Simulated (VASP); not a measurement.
Set up this calculation in VASP 6.6.1, as the native input.

```
Task                   : single point
Functional             : PBEsol
Potentials or basis    : VASP PAW PBE potentials, release 64 (Hg, Te)
Cutoff                 : 520 eV
k mesh                 : 6 × 6 × 6
Occupations            : gaussian, width 0.1 eV
Spin                   : no spin polarisation
Dipole correction      : no
Further INCAR settings : ALGO = Fast; EDIFF = 1e-07; NBANDS = 16
```

The structure of HgTe lies in POSCAR:

```
HgTe
1.0
    0.0000000000      3.0771170000      3.0771170000
    3.0771170000      0.0000000000      3.0771170000
    3.0771170000      3.0771170000      0.0000000000
Hg Te
1 1
Direct
    0.0000000000      0.0000000000      0.0000000000
    0.5000000000      0.5000000000      0.5000000000
```

Measurements of this composition are mostly on another form, of space group No. 216.

One way to write it, as run:

INCAR

```
  PREC = Accurate
  ENCUT = 520
  EDIFF = 1E-7
  ISMEAR = 0
  SIGMA = 0.1
  LREAL = F
  LASPH = T
  NELM = 80
  ALGO = Fast
  ISIF = 2
  LWAVE = F
  LCHARG = F
  GGA = PS
  NBANDS = 16
```

KPOINTS

```
Automatic mesh
0
Gamma
  6 6 6
```

Potentials or basis: VASP PAW PBE potentials, release 64 (Hg, Te).

Launch:

```bash
$ cat potpaw_PBE.64/Hg/POTCAR potpaw_PBE.64/Te/POTCAR > POTCAR
$ mpirun -np 1 vasp_std > vasp.out
```

Results of the run:

```json
{"Pressure": "-3.6 GPa", "Band gap on the k mesh": "none (metal or under the smearing width)"}
```

Caveat: the PAW data sets were made with another functional, which shifts forces and pressure a little.

Wall time 9.4 s on 1 thread of Intel(R) Xeon(R) 6975P-C (Granite Rapids), with other jobs on the host, peak memory 0.16 GiB.
